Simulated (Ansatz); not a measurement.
input.yaml (Ansatz 0.2.0):

```yaml
crystal:
  lattice:
    - [-1.7705539125, 1.7705539125, 1.7705539125]
    - [1.7705539125, -1.7705539125, 1.7705539125]
    - [1.7705539125, 1.7705539125, -1.7705539125]
  atoms:
    - { symbol: Hf, position: [0.0, 0.0, 0.0] }
basis:
  ecutwfc: 420
  ecutrho_ratio: 4
kpoints:
  mp_grid: { grid: [16, 16, 16] }
hamiltonian:
  xc: pbe
scf:
  occupations: { method: gaussian, width: 0.05 }
output:
  forces: true
  stress: true
  eigenvalues: true
  populations: true
magnetization:
  noncollinear: true
  spin_orbit: true
```

At room temperature and ambient pressure Hf is hcp.

The output:

```
Pseudopotentials: kind: paw_fr
Pseudopotential: Hf, paw_fr, valence charge 26, recommended cutoff 420 eV (normal), Hf.paw.azcp#standard-fr
Crystal: 1 atoms, lattice volume = 22.202 Å³
Basis set: ecut = 420 eV, 429 PW (Γ), exchange–correlation on 48×48×48 points (8 copies of the dense FFT grid, shifted against one another)
Bands: 34, of which v1, the nominal top of the filled ones, is band 26 counted from 1 (25 counted from 0)
Symmetry: 48 space group operations + 48 with time reversal
Magnetic group: BNS 229.141 (UNI 1643), of the structure as read, at distance tolerance 2.8e-5 Å
k-points: 145 of 4096
Projection manifold: j_resolved (fully-relativistic pseudo-atomic orbitals)
Initial density: superposition of atomic densities (chi_scale 0.1, normalization cell)
Initial wavefunctions: pseudopotential atomic-orbital guess
Functional: x = pbe(κ = 0.804, μ = 0.21951), c = pbe(β = 0.06672)
```

SCF trace (energy estimate counted from the last row):
```tsv
iteration	ΔE (eV)	density residual (eV)	M (μB)
1	-0.099	2.80e-1	0.00e0
2	-0.059	1.70e-1	0.00e0
3	-0.014	2.22e-2	0.00e0
4	1.4e-03	7.35e-4	0.00e0
5	-4.2e-05	3.35e-4	0.00e0
6	2.0e-06	4.23e-6	0.00e0
7	0.000	1.91e-7	0.00e0
8	0.000	3.02e-9	0.00e0
```

```
SCF 1 converged in 8 iterations: F = -15739.817312 eV  dr2 = 3.02e-9
SCF converged after 8 iterations
Magnetization: |M| = 0.0000 μB,  M = (+0.0000, +0.0000, +0.0000) μB
Absolute magnetization: 0.0000 μB (∫|m|)
  site 0: m = (+0.0000, +0.0000, +0.0000) μB, |m| = 0.0000 μB  (R = 1.27 Å)
Free energy (F): -15739.817312 eV
E sigma→0 (E₀):  -15739.816504 eV
Entropy (-TS):   -0.001616 eV (-1.616 meV/atom)
Fermi energy:    19.718608 eV
--- Forces (eV/Å), atoms counted from 1 ---
  atom   1  Hf     0.00000000     0.00000000     0.00000000
--- Stress (GPa, compression-positive) ---
       -0.000321       0.000000       0.000000
        0.000000      -0.000321       0.000000
        0.000000       0.000000      -0.000321
  P = ⅓ Tr σ = -0.0003 GPa (-0.003 kbar)
--- Löwdin populations: 1 site ---
  site symbol       q [e]
     0     Hf     25.9303
```

In short (PBE+SOC): pressure 0.0 GPa, gap on the mesh zero (metallic).
